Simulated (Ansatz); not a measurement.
**Calculated electric field gradients for HfO₂ under strain**

The cell is an entry of the Crystallography Open Database (COD), relaxed with PBE at fixed cell and then changed (z compressed by 3 %, ions relaxed).

```
CELL_PARAMETERS angstrom
0.00000 2.55750 2.48077
2.55750 0.00000 2.48077
2.55750 2.55750 0.00000
ATOMIC_POSITIONS crystal
Hf 0.00000 0.00000 0.00000
O 0.25000 0.25000 0.25000
O 0.75000 0.75000 0.75000
```

Atoms are numbered from 1 in the order listed; like atoms form one site, named after its first atom.

Method: Kohn–Sham DFT in Ansatz, PBE, plane waves and PAW, scalar-relativistic, 420 eV cutoff, Γ-centred 10×10×10 k-points, Fermi–Dirac smearing 0.02 eV.

V_zz is the principal component of the electric field gradient with the largest magnitude, η = (V_xx − V_yy)/V_zz and C_Q = eQV_zz/h.

¹⁷⁷Hf: I = 7/2, Q = 3365 mb; O-17: I = 5/2, Q = -25.58 mb. Quadrupole moments are those of Pyykkö's year-2017 table.

| site | atoms (order as listed) | first shell | V_zz (10²¹ V/m²) | η | C_Q (MHz) |
| --- | --- | --- | --- | --- | --- |
| Hf | 1 | 8 O at 2.19 Å | 3.72 | 0.00 | 303 |
| O | 2, 3 | 4 Hf at 2.19 Å | -1.09 | 0.00 | 0.676 |

An axis of threefold or higher order runs through Hf and O, so V_zz lies along it and η is zero.

Without spin–orbit coupling the gradients at and beside Hf can be off by some per cent, at some sites by more. At this changed cell the PBE pressure is 5 GPa.

The relaxation (1 step) took 5.6 s of wall time (5.5 s of CPU time) and 0.46 GiB at its peak, on 1 thread of Intel Xeon Platinum 8488C (Sapphire Rapids) (x86_64; 16 cores open to the job, memory cap 3.0 GiB, no GPU), a shared host with a load of 0.3 a core.
